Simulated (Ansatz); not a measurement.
The reference is InN in the zinc blende structure (space group F-43m, No. 216; a = 4.9866 Å). Axes: x, y, z lie along the cube axes.

The values are results of Ansatz (a program for electronic structure), PBEsol, PAW, cutoff 420 eV, no spin-orbit coupling, not measurements.

Modification: a free-standing slab of 6 layers (12 atoms, 2 a layer) is cut normal to [110], with 15 Å of vacuum and the in-plane cell held at bulk.

Task: Estimate the effect on the excess energy per area of both faces, change of the spacing d12 from its bulk value of 1.763 Å and gap character.

Result: The excess energy per area of both faces (slab less bulk energy over the cell's area: twice a surface energy) is 2.9 J/m² (uncertain by up to 0.1 J/m²); the change of the spacing d12 from its bulk value of 1.763 Å amounts to -5.8 %; the gap character amounts to indirect, k = (0, 0.143, 0) in the run's primitive reciprocal basis → Γ.

The excess energy carries the mismatch between the slab's and the bulk's meshes. No phonon test of stability was made. The final runs are not spin-polarised. This is not the structure that InN has at room temperature and ambient pressure. k-point labels follow each cell's own Brillouin zone.
